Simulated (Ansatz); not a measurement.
MnS:

```
CELL_PARAMETERS angstrom
1.83000 1.05655 2.97092
-1.83000 1.05655 2.97092
0.00000 -2.11310 2.97092
ATOMIC_POSITIONS crystal
Mn 0.00000 0.00000 0.00000
S 0.50000 0.50000 0.50000
```

The cell is a database's computed one.

Alike in all runs: program Ansatz 0.2.0; functional PBE; potentials or basis Ansatz PAW; cutoff 420 eV (not typed: the program's choice for these potentials); k mesh 9 × 9 × 9; occupations fermi-dirac, width 0.05 eV.

Starts and where they ended:

| start | free energy over the lowest (meV/atom) | net moment (μB) | site or absolute moments (μB) | gap |
| --- | --- | --- | --- | --- |
| collinear spin, ferromagnetic start of up to 4 μB | 0.0 | 4.66 | Mn +4.16; S +0.14 | none (metal or under the smearing width) |
| collinear spin, random start of up to 0.92 μB | 0.0 | 4.66 | Mn +4.16; S +0.14 | none (metal or under the smearing width) |
| no spin polarisation | 1012.5 | - | - | none (metal or under the smearing width) |

Allowing spin polarisation gains 1012 meV/atom. A still lower state may exist.

Caveats: semilocal functionals often make such compounds metallic where correlation or magnetic order opens a gap, which also shifts bond lengths; a cell with one magnetic atom can't hold antiferromagnetic order, which such compounds often take (some runs).
